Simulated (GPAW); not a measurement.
Input of a GPAW 26.7.0 run:

Contents of run.py:

```python
from ase.dft.bandgap import bandgap
from ase.io import read, write
from gpaw import GPAW, PW
from gpaw.response.df import DielectricFunction

atoms = read('POSCAR')

calc = GPAW(mode=PW(650),
            xc='LDA',
            kpts={'size': (7, 7, 7), 'gamma': True},
            occupations={'name': 'fermi-dirac', 'width': 0.001},
            setups={'Hf': ':d,2.0'},
            nbands=24,
            convergence={'density': 1e-06},
            maxiter=150,
            txt='gpaw.txt')
atoms.calc = calc
energy = atoms.get_potential_energy()
calc.write('gs.gpw')
write('result.traj', atoms)
print(f'Energy: {energy:.6f} eV')
print('Fermi level:', round(calc.get_fermi_level(), 4), 'eV')
print(f'Gap: {bandgap(calc)[0]:.4f} eV, direct: {bandgap(calc, direct=True)[0]:.4f} eV')

dense = calc.fixed_density(kpts={'size': (14, 14, 14), 'gamma': True},
                           nbands=48, convergence={'bands': 42, 'eigenstates': 1e-7},
                           update_fermi_level=True, txt='dense.txt')
dense.write('dense.gpw', mode='all')

df = DielectricFunction('dense.gpw', frequencies={'type': 'nonlinear', 'domega0': 0.05, 'omega2': 10},
                        eta=0.1, ecut=50, nbands=42, eshift=1.59, intraband=False, txt='df.txt')
for direction in ['x']:
    df.get_dielectric_function(xc='RPA', direction=direction, filename=f'df_{direction}.csv')
    e0, e = df.get_macroscopic_dielectric_constant(xc='RPA', direction=direction)
    print(f'{direction}: static eps {e0:.4f} without, {e:.4f} with local fields')
```

POSCAR

```
HfO2
1.0
    0.0000000000      2.5575000000      2.5575000000
    2.5575000000      0.0000000000      2.5575000000
    2.5575000000      2.5575000000      0.0000000000
Hf O
1 2
Direct
    0.0000000000      0.0000000000      0.0000000000
    0.7500000000      0.7500000000      0.7500000000
    0.2500000000      0.2500000000      0.2500000000
```

Potentials or basis: the program's PAW data sets (release 1.2.1) made for this functional, pw.

The run is started by

```sh
$ OMP_NUM_THREADS=1 python run.py
```

**Question.** Predict the band gap on the k mesh.

**Answer.** 4.09 eV, indirect (least direct gap 4.27 eV).

Dielectric function (mean over the directions given):
```tsv
energy (eV)	real part	imaginary part
0.25	4.06	0.00
0.67	4.07	0.00
1.15	4.09	0.01
1.66	4.13	0.01
2.18	4.19	0.01
2.66	4.27	0.02
3.17	4.37	0.02
3.56	4.47	0.03
4.03	4.61	0.04
4.51	4.81	0.05
5.01	5.08	0.06
5.53	5.48	0.10
6.07	6.17	0.19
6.55	7.44	0.82
6.87	7.68	2.52
7.38	6.17	2.72
7.90	6.88	2.80
8.43	7.62	5.19
8.89	6.62	5.14
9.47	5.30	7.71
9.76	2.90	8.54
10.26	2.65	7.42
10.78	1.04	7.65
11.31	-2.59	7.44
11.85	-2.07	3.93
12.30	-1.12	3.18
12.77	-0.64	3.08
13.24	-0.52	3.30
13.72	-1.38	2.57
14.22	-0.82	1.77
14.73	-0.46	1.74
15.26	-0.55	1.54
15.80	-0.54	1.42
16.21	-0.57	0.99
16.78	-0.09	0.62
17.36	0.48	0.58
17.96	0.65	0.78
18.58	0.87	0.97
19.22	0.32	1.17
19.87	0.61	0.52
```

Caveat: the long-wavelength limit can be off by several per cent where d states take part; response on these states lacks terms of the Hamiltonian; independent-particle spectra lack excitons; spin-orbit coupling is left out, which moves the levels of the heavy elements. A k mesh can miss the band edges.
